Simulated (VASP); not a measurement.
BaTe, 6 atoms in the cell. The cell holds a slab with vacuum, 6 atoms: a = 4.822 Å, b = 4.822 Å, c = 24.844 Å, α = 90.00°, β = 90.00°, γ = 120.00°. 

| Property | Result |
| --- | --- |
| Program | VASP 6.6.1 |
| Task | relaxation of the atoms |
| Functional | PBE |
| Dispersion | D3(BJ) |
| Potentials or basis | VASP PAW PBE potentials, release 64 (Te, Ba_sv) |
| Cutoff | 520 eV |
| k mesh | 5 × 5 × 1 |
| Occupations | fermi-dirac, width 0.05 eV |
| Spin | no spin polarisation |
| Dipole correction | yes |
| Atoms held fixed (from 0) | [0, 3, 1] |
| Further INCAR settings | ALGO = Normal; EDIFF = 1e-06; IBRION = 2; EDIFFG = -0.02; NSW = 60 |

Potentials or basis: VASP PAW PBE potentials, release 64 (Te, Ba_sv).

Run with:

```bash
$ cat potpaw_PBE.64/Te/POTCAR potpaw_PBE.64/Ba_sv/POTCAR > POTCAR
$ mpirun -np 1 vasp_std > vasp.out
```

Hardware: 1 thread of Intel(R) Xeon(R) 6975P-C (Granite Rapids), on a shared host.

Problem. How long does it take, and how much memory?

Solution. Run time: 16 min on 1 thread of Intel(R) Xeon(R) 6975P-C (Granite Rapids), with other jobs on the host, peak memory 0.62 GiB. Counts: scf iterations 158, k points 5, ion steps 12.
